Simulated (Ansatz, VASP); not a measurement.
Pt: VASP beside Ansatz

```xyz
1
Lattice="0.0000 1.9805 1.9609 1.9805 0.0000 1.9609 1.9805 1.9805 0.0000" Properties=species:S:1:pos:R:3 pbc="T T T"
Pt    0.0000    0.0000    0.0000
```

Alike in both runs: task single point; functional PBE; k mesh 12 × 12 × 12; occupations fermi-dirac, width 0.05 eV; no spin polarisation.

```csv
,VASP,Ansatz
version,VASP 6.6.1,Ansatz 0.2.0
potentials or method,"VASP PAW PBE potentials, release 64 (Pt)",Ansatz PAW
plane-wave cutoff (eV),520,420
valence electrons in the cell,10,18
```

```tsv
	VASP	Ansatz	Ansatz less VASP
gap on the k mesh at the Fermi level (eV)	none	none	-
pressure (GPa)	4.0	4.6	+0.53
largest component of the traceless stress (GPa)	0.41	0.41	-0.002
```

A gap of «none» marks a metal or a gap that the smearing closes. The two sets of potentials don't hold the same shells in valence.

Spin-orbit coupling is left out, which matters for the levels of Pt.
